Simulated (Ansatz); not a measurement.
# CuO: one input, then a changed one

The structure comes from a relaxation in the same program, started in the zincblende type. Whether it is a known phase or the ground state wasn't checked. The listed cell was then made from it by scaling, straining or moving an atom.

First run: DFT, PBE, PAW with Ansatz's default frozen-core files, scalar-relativistic (Ansatz 0.2.0).

Command: `ansatz run input.yaml --threads 1 --pin off --max-ram 2048MiB --backend cpu --events-out ev --progress --plain --runs-dir out` The run took 5 s on 1 thread of AMD EPYC 7R43 64-Core Processor (Zen 3) (shared host), peak memory 0.44 GiB.

```yaml
crystal:
  lattice:
    - [0.0, 2.2160223487, 2.2160223487]
    - [2.2160223487, 0.0, 2.2160223487]
    - [2.2160223487, 2.2160223487, 0.0]
  atoms:
    - { symbol: Cu, position: [0.0, 0.0, 0.0] }
    - { symbol: O, position: [0.25, 0.25, 0.25] }
kpoints:
  mp_grid: { grid: [16, 16, 16] }
scf:
  occupations: { method: fermi_dirac, width: 0.05 }
hamiltonian:
  xc: pbe
  pseudopotentials: { kind: paw }
output:
  forces: true
  stress: true
  eigenvalues: true
  efg: { contact_densities: true }
```

Result: converged; pressure 9.75 GPa; 7 SCF iterations.

Without spin polarisation or U, such a compound can come out metallic where the real one is a magnetic insulator.

The input is then changed:

```diff
@@ -10,5 +10,5 @@
   mp_grid: { grid: [16, 16, 16] }
 scf:
-  occupations: { method: fermi_dirac, width: 0.05 }
+  occupations: { method: tetrahedron_uncorrected }
 hamiltonian:
   xc: pbe
@@ -19,3 +19,5 @@
   eigenvalues: true
   efg: { contact_densities: true }
+basis:
+  ecutwfc: "44.1 Ry"
```

Question: What does the second run give?

Answer: It converged; energy at zero smearing +0.6 meV/atom from the first run; pressure 9.79 GPa; 6 SCF iterations.
